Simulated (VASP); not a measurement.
MnO:

```
Mn O
1.0
     2.97129   -1.71698    0.00000
     2.97129    1.71698    0.00000
    -1.98463    0.00000    2.81031
Mn O
1 1
Direct
  0.50020 0.50020 0.50067
  0.74980 0.74980 0.24934
```

The cell comes from a database or a generator and needn't be the stable form of this composition.

```yaml
Program: VASP 6.6.1
Task: relaxation of cell and atoms
Functional: r2SCAN
Potentials_or_basis: VASP PAW PBE potentials, release 64 (Mn_pv, O)
Cutoff: 600 eV
k_mesh: 7 × 7 × 7
Occupations: gaussian, width 0.05 eV
Spin: collinear spin, ferromagnetic start
Starting_moments: "[4.0, 0.0] μB"
```

At the start: pressure -6.1 GPa; volume 14.34 Å³/atom.

Q: How do energy, volume and symmetry change on relaxing?

A: Over 4 steps the energy falls by 15.5 meV/atom and the volume is 13.60 Å³/atom (-5.2 %); space group F-43m (No. 216, to 0.05 Å); moment 5.00 μB per cell.

Step by step:
```csv
step,energy change (eV),largest force (eV/Å),pressure (GPa),volume (Å³)
1,0.0000,0.0019,-6.10,28.67
2,-0.0234,0.0041,3.72,26.47
3,-0.0310,0.0052,0.16,27.15
4,-0.0310,0.0052,-0.01,27.19
```

Final structure:
```
Mn O
1.0
     2.91970   -1.68718    0.00025
     2.91970    1.68718    0.00025
    -1.94993    0.00000    2.75969
Mn O
1 1
Direct
  0.50021 0.50021 0.50068
  0.74979 0.74979 0.24932
```

Caveat: the PAW data sets were made with another functional, which shifts forces and pressure a little; a cell with one magnetic atom can't hold antiferromagnetic order, which such compounds often take.
